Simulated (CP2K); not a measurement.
Crystal: CaO.

```
Ca O
1.0
     3.39914    0.00000    0.00000
     1.69957    2.94374    0.00000
     1.69957    0.98125    2.77539
Ca O
1 1
Cartesian
  0.0000 0.0000 0.0000
  3.3991 1.9625 1.3877
```

The cell is a database's computed one.

Base run:

| Item | Value |
| --- | --- |
| Program | CP2K 2026.2 |
| Functional | PBE |
| Potentials or basis | POTENTIAL_UZH Ca GTH-PBE-q10, O GTH-PBE-q6; TZVP-MOLOPT-PBE-GTH basis |
| Density cutoff | 8163 eV |
| k mesh | 10 × 10 × 10 |
| Occupations | fermi-dirac, width 0.05 eV |
| Spin | no spin polarisation |

Its results: band gap on the k mesh 3.76 eV, indirect (least direct gap 4.15 eV); pressure 2.6 GPa.

The run is repeated on the same cell with these changes: dispersion from none to D3(BJ)+ATM. What comes out?

Band gap on the k mesh 3.76 eV, indirect (least direct gap 4.15 eV); pressure -0.3 GPa.

Dispersion adds attraction, which lowers the pressure at fixed volume and, as a term added to the energy, leaves the levels alone.

Caveats: the basis of atomic orbitals isn't converged, which shifts pressures, moduli and gaps.

A k mesh can miss the band edges.

Not every run made on this cell is shown here.
